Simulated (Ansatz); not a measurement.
# MoS2: the cost of one run

Program: Ansatz 0.2.0. Level of theory: DFT PBE+D3(BJ), scalar-relativistic, plane waves, PAW. These are calculated values, not measurements.

The COD entry's cell or inner coordinates are ideal or old and differ from later refinements, so a difference from it is no clean test against experiment.

### Step 1. The starting structure

It takes space group P-3m1 (No. 164, trigonal). Conventional cell: a = 3.171 Å, b = 3.171 Å, c = 23.058 Å, α = 90.00°, β = 90.00°, γ = 120.00°. Around S (site symmetry 3m) lie 3 Mo at 2.39 Å. Mo (site symmetry -3m) is surrounded by 6 S at 2.39 Å.

Coordinates:

```cif
data_structure
_symmetry_space_group_name_H-M 'P 1'
_symmetry_Int_Tables_number 1
_cell_length_a 3.1710
_cell_length_b 3.1710
_cell_length_c 23.0575
_cell_angle_alpha 90.000
_cell_angle_beta 90.000
_cell_angle_gamma 120.000
_cell_volume 200.79
loop_
_atom_site_label
_atom_site_type_symbol
_atom_site_fract_x
_atom_site_fract_y
_atom_site_fract_z
_atom_site_occupancy
S1 S 0.00000 0.00000 0.43370 1
Mo1 Mo 0.66667 0.33333 0.50000 1
S2 S 0.33333 0.66667 0.56630 1
```

Free-standing sheet.

### Step 2. Relaxing the sheet and its cell in the plane

The input, input.yaml:

```yaml
crystal:
  lattice:
    - [3.17100149, 0.0, 0.0]
    - [-1.58550075, 2.74616785, 0.0]
    - [0.0, 0.0, 23.0575001466]
  atoms:
    - { symbol: S, position: [0.0, 0.0, 0.43369836] }
    - { symbol: Mo, position: [0.66666667, 0.33333333, 0.5], spin: 1.0 }
    - { symbol: S, position: [0.33333333, 0.66666667, 0.56630164] }
basis:
  ecutwfc: 420.0
  fft_grid_basis: typed
kpoints:
  mp_grid: { grid: [12, 12, 1] }
hamiltonian:
  xc: pbe
  dispersion: d3bj
  pseudopotentials: { kind: paw }
scf:
  occupations: { method: gaussian, width: 0.05 }
output:
  forces: true
  eigenvalues: true
  populations: true
  stress: true
efield:
  axis: 3
  dipole_correction: true
  ramp_width: 0.04
magnetization:
  spin_polarized: true
relax:
  adjacent_minimum: "off"
  f_tol: 0.02
  max_steps: 60
  cell: { fix: [c, alpha, beta], stress_tol: 0.05 }
```

Run with:

```sh
$ ansatz run input.yaml --threads 4 --pin off --max-ram 8847MiB --backend cpu --events-out ev --progress --plain --runs-dir out
```

Q: Estimate wall time and peak memory on 4 threads of Arm Neoverse V1, shared host.

About 24 s, with a peak of 0.56 GiB.
